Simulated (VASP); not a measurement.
A run of VASP 6.6.1:

INCAR

```
PREC = Accurate ; ENCUT = 600
EDIFF = 1E-6 ; ISMEAR = 1
SIGMA = 0.1 ; LREAL = False
LASPH = True ; NELM = 80
ALGO = Normal ; ISIF = 3
LWAVE = False ; LCHARG = False
GGA = CA ; IBRION = 2
NSW = 90 ; EDIFFG = -0.01
KPAR = 2
```

KPOINTS

```
Automatic mesh
0
Gamma
  10 10 10
```

POSCAR

```
LaB6
1.0
    4.1570000000      0.0000000000      0.0000000000
    0.0000000000      4.1570000000      0.0000000000
    0.0000000000      0.0000000000      4.1570000000
La B
1 6
Direct
    0.0000000000      0.0000000000      0.0000000000
    0.1975000000      0.5000000000      0.5000000000
    0.5000000000      0.1975000000      0.5000000000
    0.8025000000      0.5000000000      0.5000000000
    0.5000000000      0.8025000000      0.5000000000
    0.5000000000      0.5000000000      0.1975000000
    0.5000000000      0.5000000000      0.8025000000
```

Potentials or basis: VASP PAW LDA potentials, release 64 (La, B).

Command:

```bash
$ cat potpaw_LDA.64/La/POTCAR potpaw_LDA.64/B/POTCAR > POTCAR
$ mpirun -np 2 vasp_std > vasp.out
```

Hardware: 2 MPI ranks on Intel(R) Xeon(R) Platinum 8259CL CPU @ 2.50GHz (Skylake/Cascade Lake), with other jobs on the host.

Q: Estimate the wall time of this run.

A: It took 3.5 min on 2 MPI ranks on Intel(R) Xeon(R) Platinum 8259CL CPU @ 2.50GHz (Skylake/Cascade Lake), on a shared host, peak memory 0.25 GiB a rank. Counts: scf iterations 70, k points 56, ion steps 8.
